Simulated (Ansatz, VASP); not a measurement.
# Pt: VASP beside Ansatz

```
CELL_PARAMETERS angstrom
0.00000 1.94674 1.94674
1.94674 0.00000 1.94674
1.94674 1.94674 0.00000
ATOMIC_POSITIONS crystal
Pt 0.00000 0.00000 0.00000
```

Alike in both runs: functional LDA; k mesh 16 × 16 × 16; occupations gaussian, width 0.1 eV; no spin polarisation.

Ansatz relaxed the structure, and its values are those at the end. VASP's run is a single point on that final structure, the one shown.

|  | VASP | Ansatz |
| --- | --- | --- |
| version | VASP 6.6.1 | Ansatz 0.2.0 |
| potentials or method | VASP PAW LDA potentials, release 64 (Pt) | scalar-relativistic, plane waves, PAW |
| plane-wave cutoff (eV) | 520 | 420 |
| valence electrons in the cell | 10 | 18 |

|  | VASP | Ansatz | Ansatz less VASP |
| --- | --- | --- | --- |
| gap on the k mesh at the Fermi level (eV) | none | none | - |
| pressure (GPa) | 0.8 | 0.0 | -0.78 |

A gap of «none» marks a metal or a gap that the smearing closes. The two sets of potentials don't hold the same shells in valence. Ansatz warned: «pseudo_functional_mismatch».

Spin-orbit coupling is left out, which matters for the levels of Pt.
